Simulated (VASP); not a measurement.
A run of VASP 6.6.1 is set up as follows.

Contents of INCAR:

```
PREC     = Accurate       # precision mode
ENCUT    = 520            # plane-wave cutoff, eV
EDIFF    = 1E-6           # SCF threshold, eV
ISMEAR   = 0              # smearing method
SIGMA    = 0.03           # smearing width, eV
LREAL    = F              # projectors in reciprocal space
LASPH    = T              # aspherical terms in the spheres
NELM     = 80             # most SCF steps
ALGO     = Normal         # electronic algorithm
ISIF     = 2              # what is computed and relaxed
LWAVE    = F              # write WAVECAR
LCHARG   = F              # write CHGCAR
GGA      = PE             # functional
LOPTICS  = T              # frequency-dependent dielectric function
NBANDS   = 28             # bands
NEDOS    = 2000           # points of the DOS
CSHIFT   = 0.05
```

File KPOINTS:

```
regular mesh
0
Gamma
  10 10 10
```

Contents of POSCAR:

```
AlN                                     
1.0
    0.0000000000      2.1882972140      2.1882972140
    2.1882972140      0.0000000000      2.1882972140
    2.1882972140      2.1882972140      0.0000000000
  Al              N             
     1     1
Direct
     0.0000000000000000    0.0000000000000000    0.0000000000000000
     0.7500000000000000    0.7500000000000000    0.7500000000000000
```

Potentials or basis: VASP PAW PBE potentials, release 64 (Al, N).

Command:

```bash
$ cat potpaw_PBE.64/Al/POTCAR potpaw_PBE.64/N/POTCAR > POTCAR
$ mpirun -np 1 vasp_std > vasp.out
```

(1) Estimate the pressure.

(2) Estimate the band gap on the k mesh.

Answers

(1) 3.3 GPa.

(2) 3.31 eV, indirect (least direct gap 4.14 eV).

Caveat: spectra need much finer meshes, so this one isn't converged; independent-particle spectra lack excitons.
